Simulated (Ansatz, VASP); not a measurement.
Two plane-wave programs on BN

```
CELL_PARAMETERS angstrom
2.50093 0.00000 0.00000
-1.25047 2.16587 0.00000
0.00000 0.00000 6.87406
ATOMIC_POSITIONS crystal
B 0.33333 0.66667 0.25000
B 0.66667 0.33333 0.75000
N 0.33333 0.66667 0.75000
N 0.66667 0.33333 0.25000
```

Alike in both runs: functional r2SCAN; k mesh 12 × 12 × 4; occupations gaussian, width 0.02 eV; no spin polarisation.

Ansatz relaxed the structure, and its values are those at the end. VASP's run is a single point on that final structure, the one shown.

```csv
,VASP,Ansatz
version,VASP 6.6.1,Ansatz 0.2.0
potentials or method,"VASP PAW PBE potentials, release 64 (B, N)","scalar-relativistic, plane waves, PAW"
plane-wave cutoff (eV),520,500
valence electrons in the cell,16,16
```

Ansatz gave:

```
gap on the k mesh at the Fermi level (eV) : 4.89
least direct gap on the mesh (eV)         : 5.31
pressure (GPa)                            : 0.0
```

Task: Estimate VASP's values.

Result: gap on the k mesh at the Fermi level (eV): 4.93; least direct gap on the mesh (eV): 5.37; pressure (GPa): 0.4.

Caveats: the PAW data sets were made with another functional, which shifts forces and pressure a little (VASP). A k mesh can miss the band edges. r2SCAN opens gaps a little over a GGA but as a rule still falls short of measured ones.
